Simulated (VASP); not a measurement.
Set up this calculation in VASP 6.6.1, as the native input.

```
Task                   : relaxation of cell and atoms
Functional             : PBE
Potentials or basis    : VASP PAW PBE potentials, release 64 (Cu)
Cutoff                 : 600 eV
k mesh                 : 11 × 11 × 11
Occupations            : fermi-dirac, width 0.05 eV
Spin                   : no spin polarisation
Further INCAR settings : ALGO = Fast; EDIFF = 1e-06; IBRION = 2; EDIFFG = -0.01; NSW = 40; ISIF = 3
```

The structure of Cu lies in POSCAR:

```
Cu
1.0
    1.2184636900     -3.9763780104      0.0000000000
    1.2184636900      3.9763780104      0.0000000000
    0.0000000000      0.0000000000      2.4754955235
Cu
2
Direct
    0.8661333500      0.1338666500      0.7500000000
    0.1338666500      0.8661333500      0.2500000000
```

This isn't the form of Cu at room conditions, which is fcc.

These files were run (other wordings do the same):

INCAR

```
SYSTEM = Cu
PREC     = Accurate       ! precision mode
ENCUT    = 600            ! plane-wave cutoff, eV
EDIFF    = 1E-6           ! SCF threshold, eV
ISMEAR   = -1             ! smearing method
SIGMA    = 0.05           ! smearing width, eV
LREAL    = .FALSE.        ! projectors in reciprocal space
LASPH    = .TRUE.         ! aspherical terms in the spheres
NELM     = 60             ! most SCF steps
ALGO     = Fast           ! electronic algorithm
ISIF     = 3              ! what is computed and relaxed
LWAVE    = .FALSE.        ! write WAVECAR
LCHARG   = .FALSE.        ! write CHGCAR
GGA      = PE             ! functional
IBRION   = 2              ! ionic algorithm
NSW      = 40             ! ionic steps
EDIFFG   = -0.01          ! ionic threshold
```

KPOINTS

```
Automatic mesh
0
G
  11 11 11
  0 0 0
```

Potentials or basis: VASP PAW PBE potentials, release 64 (Cu).

The run is started by

```bash
$ cat potpaw_PBE.64/Cu/POTCAR > POTCAR
$ mpirun -np 1 vasp_std > vasp.out
```

It gave:

* Relaxed volume: 12.62 Å³/atom
* Relaxed cell: a = 4.210 Å, b = 4.210 Å, c = 2.524 Å, α = 90.00°, β = 90.00°, γ = 145.67°
* Space group after relaxing (to 0.05 Å): Cmcm (No. 63)
* Energy gained by relaxing: 13.3 meV/atom
* Ionic steps: 18
* Pressure after relaxing: 0.0 GPa
* Largest force after relaxing: 0.007 eV/Å
* Band gap on the k mesh: none (metal or under the smearing width)

Wall time 8.2 min on 1 thread of Intel(R) Xeon(R) Platinum 8559C (Emerald Rapids), with other jobs on the host, peak memory 0.24 GiB.
